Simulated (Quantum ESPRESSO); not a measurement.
CuO:

```
Cu O
1.0
     2.83633    0.00000    0.00000
    -1.41816    2.45633    0.00000
     0.00000    0.00000    2.76811
Cu O
1 1
Direct
  0.00000 0.00000 0.00000
  0.66667 0.33333 0.50000
```

Measurements of this composition are mostly on another form, of space group No. 15.

Base run:

```yaml
Program: Quantum ESPRESSO 7.5
Functional: LDA
Potentials_or_basis: SSSP 1.3 efficiency PBE
Cutoff: 748 eV
Density_cutoff: 5987 eV
k_mesh: 11 × 11 × 10
Occupations: fermi-dirac, width 0.05 eV
Spin: no spin polarisation
Hubbard_terms: Cu d U = 6 eV
```

Its results: band gap on the k mesh none (metal or under the smearing width); pressure -11.2 GPa.

Question: The run is repeated on the same cell with these changes: hubbard terms from Cu d U = 6 eV to Cu d U = 8 eV. What comes out?

Answer: Band gap on the k mesh none (metal or under the smearing width); pressure -8.9 GPa.

Caveats: the potentials were made for another functional, which shifts forces and pressure; an odd number of electrons without spin polarisation forces a metal; a magnetic or distorted state may lie lower; the run has no spin polarisation, though such a crystal can be magnetic; U without spin polarisation on a metal has little footing.

Not every run made on this cell is shown here.
